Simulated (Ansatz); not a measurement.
A 2-atom cell of AlP started from a crystallographic database, relaxed with r2SCAN, was run in Ansatz under altered settings. All numbers are computed, without spin polarisation but where a row says otherwise.

```yaml
crystal:
  lattice:
    - [0.00000, 2.73926, 2.73926]
    - [2.73926, 0.00000, 2.73926]
    - [2.73926, 2.73926, 0.00000]
  atoms:
    - { symbol: Al, position: [0.00000, 0.00000, 0.00000] }
    - { symbol: P, position: [0.25000, 0.25000, 0.25000] }
```

The base run's other keys:
```yaml
kpoints:
  mp_grid: { grid: [4, 4, 4] }
hamiltonian:
  xc: hse06
scf:
  occupations: { method: fixed }
  n_extra_bands: 4
```

It takes 9 iterations with 821 plane waves at 420 eV and 8 k points, and leaves a mean stress of +0.23 GPa. The gap over this mesh is 2.292 eV. It ran on 4 threads of Arm Neoverse V1, on a shared host.

Outcomes, with energy and stress as changes against the base:
```
                                     setting            outcome  ΔF (meV/atom)  Δ mean stress (GPa)  gap on the mesh (eV)  iterations  wall time
      PBE hybrid, exx coeff 0.05, unscreened          converged              –                 +1.2                 1.855           9      2.7 s
   PBE hybrid, exx coeff 0.05, omega 0.3 1/Å          converged              –                 +1.2                 1.682           8      2.8 s
PBE hybrid, exx coeff 0.35, omega 0.2078 1/Å          converged              –                 -0.6                 2.592          11        3 s
           scf.exx.singularity: wigner_seitz          converged            0.0                  0.0                 2.292           9      2.9 s
       scf.convergence.dr2_threshold: 0.0001  converged, warned            0.0                  0.0                 2.293          11      2.9 s
             kpoints.mp_grid.grid: [3, 3, 3]          converged           +132                 +1.0                 2.992          10      1.8 s
```
A dash marks a value that wasn't obtained or can't be compared. Stress is positive in compression. The base took 3 s.

- PBE hybrid, exx coeff 0.05, unscreened. That is 5 % exact exchange, at all ranges, against HSE06's 25 % screened at 0.208 1/Å. The mean stress moves by +1.2 GPa and the gap on the mesh by -0.438 eV (to 1.855). Totals of different functionals aren't comparable.
- PBE hybrid, exx coeff 0.05, omega 0.3 1/Å. That is 5 % exact exchange, screened with ω = 0.3 1/Å, against HSE06's 25 % screened at 0.208 1/Å. The mean stress moves by +1.2 GPa and the gap on the mesh by -0.610 eV (to 1.682). Totals of different functionals aren't comparable.
- PBE hybrid, exx coeff 0.35, omega 0.2078 1/Å. That is 35 % exact exchange, screened with ω = 0.2078 1/Å, against HSE06's 25 % screened at 0.208 1/Å. The mean stress moves by -0.6 GPa and the gap on the mesh by +0.299 eV (to 2.592). Totals of different functionals aren't comparable.
- scf.convergence.dr2_threshold: 0.0001. It converges in 11 iterations against the base's 9. Even so loose a threshold leaves the results unchanged here, which can't be counted on. Warned: force scf threshold loose.
- kpoints.mp_grid.grid: [3, 3, 3]. The free energy moves by +132 meV an atom, the mean stress by +1.0 GPa and the gap on the mesh by +0.700 eV (to 2.992). The gap changes mostly because other points are sampled; a mesh that misses a band edge overestimates it. The mesh is too coarse.

Within 1 meV an atom, 0.1 GPa and 0.005 eV of the base stay: scf.exx.singularity: wigner_seitz; scf.convergence.dr2_threshold: 0.0001.

The meshes of the hybrids are coarse, so their gaps aren't converged to the digits shown.
